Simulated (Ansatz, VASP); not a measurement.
Two plane-wave programs on RbBr

```
Rb Br
1.0
     4.12608    0.00000    0.00000
     0.00000    4.12608    0.00000
     0.00000    0.00000    4.12608
Rb Br
1 1
Direct
  0.00000 0.00000 0.00000
  0.50000 0.50000 0.50000
```

The cell comes from a database or a generator and needn't be the stable form of this composition.

Alike in both runs: task single point; functional r2SCAN; k mesh 4 × 4 × 4; no spin polarisation.

```csv
,VASP,Ansatz
version,VASP 6.6.1,Ansatz 0.2.0
potentials or method,"VASP PAW PBE potentials, release 64 (Rb_sv, Br)","plane waves, PAW"
plane-wave cutoff (eV),520,500
occupations,"gaussian, width 0.01 eV",fixed
valence electrons in the cell,16,16
```

```tsv
	VASP	Ansatz	Ansatz less VASP
gap on the k mesh at the Fermi level (eV)	4.83	4.83	-0.003
```

Caveats: the PAW data sets were made with another functional, which shifts forces and pressure a little (VASP). r2SCAN opens gaps a little over a GGA but as a rule still falls short of measured ones. A k mesh can miss the band edges.
